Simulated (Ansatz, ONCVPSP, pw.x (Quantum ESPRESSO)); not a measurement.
**What a changed setting does to a pw.x run (fcc Mo)**

Potential: optimised norm-conserving Vanderbilt (ONCV), ONCVPSP 4.0.1.1 (patched build), PBE; core [Ar] 3d10, reference 4s2 4p6 4d5 5s1; waves: 4s+5s: rc 1.70 bohr, ncon 4, nbas 7, qcut 7.9 1/bohr, 2 projectors; 4p: rc 1.45 bohr, ncon 5, nbas 10, qcut 11.1 1/bohr, 2 projectors, debl 2.1 Ha; 4d: rc 2.70 bohr, ncon 4, nbas 9, qcut 6.2 1/bohr, 2 projectors, debl 3 Ha; local part: polynomial inside 0.90 bohr (lpopt 1, dvloc0 6 Ha); core correction: none.

The reference run (k-mesh 14³, cutoffs 105/420 Ry, Fermi–Dirac 0.01 Ry, mixing_beta 0.4, conv_thr 1e-9, no spin) gives 1.46 GPa at 16.027 Å³/atom, where all-electron LAPW gives 0.44 GPa. This run, with its own iteration cap, changes k-mesh points per axis to 3.

```
&control
  calculation='scf', prefix='x', pseudo_dir='./', outdir='./tmp', tstress=.true., disk_io='none'
/
&system
  ibrav=0, nat=1, ntyp=1, ecutwfc=105, ecutrho=420, nbnd=15,
  occupations='smearing', smearing='fd', degauss=0.01
/
&electrons
  conv_thr=1e-09, mixing_beta=0.4, electron_maxstep=50
/
ATOMIC_SPECIES
Mo 1.0 Mo.UPF
CELL_PARAMETERS angstrom
  0.00000000 2.00112437 2.00112437
  2.00112437 0.00000000 2.00112437
  2.00112437 2.00112437 0.00000000
ATOMIC_POSITIONS crystal
Mo 0.0000 0.0000 0.0000
K_POINTS automatic
3 3 3 0 0 0
```

```bash
pw.x < Mo.scf.in > Mo.scf.out
```

How does the run end?

It converges in 9 iterations; the free energy moves by +268.0 meV/atom and the pressure by +5.23 GPa.

```
Message from routine setup:
     using ibrav=0 with symmetry is DISCOURAGED, use correct ibrav instead
     lattice parameter (alat)  =       5.3480  a.u.
     unit-cell volume          =     108.1556 (a.u.)^3
     number of electrons       =        14.00
     number of Kohn-Sham states=           15
     kinetic-energy cutoff     =     105.0000  Ry
     charge density cutoff     =     420.0000  Ry
     scf convergence threshold =      1.0E-09
     Exchange-correlation= PBE
     number of k points=     4  Fermi-Dirac smearing, width (Ry)=  0.0100
     iteration #  1     ecut=   105.00 Ry     beta= 0.40
     total energy              =    -135.60154240 Ry
     estimated scf accuracy    <       0.10848170 Ry
     iteration #  2     ecut=   105.00 Ry     beta= 0.40
     total energy              =    -135.60483070 Ry
     estimated scf accuracy    <       0.01341797 Ry
     iteration #  3     ecut=   105.00 Ry     beta= 0.40
     total energy              =    -135.60654437 Ry
     estimated scf accuracy    <       0.00078637 Ry
     iteration #  4     ecut=   105.00 Ry     beta= 0.40
     total energy              =    -135.60658416 Ry
     estimated scf accuracy    <       0.00009592 Ry
     iteration #  5     ecut=   105.00 Ry     beta= 0.40
     total energy              =    -135.60660936 Ry
     estimated scf accuracy    <       0.00000738 Ry
     iteration #  6     ecut=   105.00 Ry     beta= 0.40
     total energy              =    -135.60661129 Ry
     estimated scf accuracy    <       0.00000124 Ry
     iteration #  7     ecut=   105.00 Ry     beta= 0.40
     total energy              =    -135.60661149 Ry
     estimated scf accuracy    <          2.3E-09 Ry
     iteration #  8     ecut=   105.00 Ry     beta= 0.40
     total energy              =    -135.60661149 Ry
     estimated scf accuracy    <          1.0E-09 Ry
     iteration #  9     ecut=   105.00 Ry     beta= 0.40
     the Fermi energy is    20.3067 ev
!    total energy              =    -135.60661149 Ry
     estimated scf accuracy    <          2.0E-10 Ry
     smearing contrib. (-TS)   =      -0.00724135 Ry
     The total energy is F=E-TS. E is the sum of the following terms:
     one-electron contribution =     -18.67585159 Ry
     hartree contribution      =      17.53456305 Ry
     xc contribution           =     -15.64085715 Ry
     ewald contribution        =    -118.81722445 Ry
     convergence has been achieved in   9 iterations
          total   stress  (Ry/bohr**3)                   (kbar)     P=       66.92
     Message from routine punch:
     Nothing written, as per user request (disk_io='none')
```

The run took about 2.2 s on one core of a shared host (Intel(R) Xeon(R) Platinum 8559C, 192 threads, 1488 GiB, load 30).
